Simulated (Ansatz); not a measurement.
# Arsenic, diamond under RPBE: structure, energy and stiffness

What does RPBE give for arsenic in the diamond structure? We relax it, solve it on a dense k-mesh, then scale the cell to 7 volumes from 88 to 112 % of the relaxed one and try a fit of the equation of state. Spin polarisation is left out. The k-meshes are 9×9×9 for the relaxation; 15×15×15 for the dense run; 10×10×10 for the volumes.

Program: Ansatz 0.2.0. Level of theory: DFT RPBE, plane waves (420 eV) with PAW, scalar-relativistic; PBE-made PAW files. These are calculated values, not measurements.

**1. Starting point**

Symmetry: Fd-3m, No. 227, cubic system. Conventional cell: a = 5.825 Å, b = 5.825 Å, c = 5.825 Å, α = 90.00°, β = 90.00°, γ = 90.00°. Around As (site symmetry -43m) lie 4 As at 2.52 Å.

As a file:

```
CELL_PARAMETERS angstrom
0.00000 2.91252 2.91252
2.91252 0.00000 2.91252
2.91252 2.91252 0.00000
ATOMIC_POSITIONS crystal
As 0.12500 0.12500 0.12500
As 0.87500 0.87500 0.87500
```

**2. Geometry optimisation**

The input, input.yaml:

```yaml
crystal:
  lattice:
    - [0.0, 2.912520124, 2.912520124]
    - [2.912520124, 0.0, 2.912520124]
    - [2.912520124, 2.912520124, 0.0]
  atoms:
    - { symbol: As, position: [0.125, 0.125, 0.125] }
    - { symbol: As, position: [0.875, 0.875, 0.875] }
hamiltonian:
  xc: rpbe
  pseudopotentials:
    kind: paw
    azcp:
      As: "pseudopotentials/As.paw.azcp"
basis:
  ecutwfc: 420
  fft_grid_basis: typed
kpoints:
  mp_grid: { grid: [9, 9, 9], shift: [0, 0, 0] }
magnetization:
  spin_polarized: false
scf:
  occupations: { method: fermi_dirac, width: 0.1 }
relax:
  max_steps: 60
  f_tol: 0.01
  cell: {}
```

After this run come: Dense single point; Volume × 0.88; Volume × 0.92; Volume × 0.96; Volume × 1.0; Volume × 1.04; Volume × 1.08; Volume × 1.12.

**Question.** What will these runs give? Wanted: space group; conventional cell; volume; shortest distance; gap on the mesh; relative to grey arsenic; highest ELF outside the cores; V₀, B₀, B₀′.

As calculated:

| quantity | value |
| --- | --- |
| space group (spins left aside) | Fd-3m (No. 227) |
| conventional cell | a = 6.184 Å |
| volume | 29.555 Å³/atom |
| shortest distance | 2.678 Å |
| gap on the mesh | none (levels filled in part) |
| relative to grey arsenic (A7) | +365 meV/atom |
| highest ELF outside the cores | 0.67, 0.91 Å from the nearest atom |
| V₀, B₀, B₀′ | 29.470 Å³/atom, 42 GPa, 3.7 |

In words: The relaxation enlarged the cell by 19.6 % in volume. It lies 365 meV/atom above the element's reference form at the same level (grey arsenic (A7), from a run of its own). No gap shows: it is a metal or semimetal at this level. The fitted modulus is 42 GPa. The symmetry was held, so the structure may be unstable against distortions that break it.
